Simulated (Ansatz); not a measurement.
# SiS3: the cost of one run

Computed with Ansatz 0.2.0 (DFT PBE, scalar-relativistic, plane waves, PAW, unless a step's input says otherwise).

### Step 1. Starting point

It takes space group Pm-3n (No. 223, cubic). Conventional cell: a = 5.448 Å, b = 5.448 Å, c = 5.448 Å, α = 90.00°, β = 90.00°, γ = 90.00°. Around Si (site symmetry m-3) lie 12 S at 3.05 Å. Around S (site symmetry -4m2) lie 2 S at 2.72 Å and 4 Si at 3.05 Å.

Structure file:

```xyz
8
Lattice="5.4483 0.0000 0.0000 0.0000 5.4483 0.0000 0.0000 0.0000 5.4483" Properties=species:S:1:pos:R:3 pbc="T T T"
Si    0.0000    0.0000    0.0000
Si    2.7241    2.7241    2.7241
S     0.0000    2.7241    1.3621
S     0.0000    2.7241    4.0862
S     1.3621    0.0000    2.7241
S     4.0862    0.0000    2.7241
S     2.7241    4.0862    0.0000
S     2.7241    1.3621    0.0000
```

This is candidate A: A15 type (Pm-3n, No. 223).

(A quick probe on a coarse mesh, which set the mesh and smearing, is not shown.)

### Step 3. Coarse relaxation (candidate A)

File input.yaml:

```yaml
crystal:
  lattice:
    - [5.4482516089, 0.0, 0.0]
    - [0.0, 5.4482516089, 0.0]
    - [0.0, 0.0, 5.4482516089]
  atoms:
    - { symbol: Si, position: [0.0, 0.0, 0.0] }
    - { symbol: Si, position: [0.5, 0.5, 0.5] }
    - { symbol: S, position: [0.0, 0.5, 0.25] }
    - { symbol: S, position: [0.0, 0.5, 0.75] }
    - { symbol: S, position: [0.25, 0.0, 0.5] }
    - { symbol: S, position: [0.75, 0.0, 0.5] }
    - { symbol: S, position: [0.5, 0.75, 0.0] }
    - { symbol: S, position: [0.5, 0.25, 0.0] }
basis:
  ecutwfc: 420
kpoints:
  mp_grid: { grid: [4, 4, 4] }
hamiltonian:
  xc: pbe
scf:
  occupations: { method: gaussian, width: 0.1 }
  lower_state_search: "off"
output:
  forces: true
  stress: true
  eigenvalues: true
relax:
  adjacent_minimum: "off"
  f_tol: 0.04
  max_steps: 70
  cell: { stress_tol: 0.4 }
```

**Question.** How long does this run take on 1 thread of an Arm CPU, shared host, and how much memory does it need?

About 15 s, with a peak of 0.39 GiB.
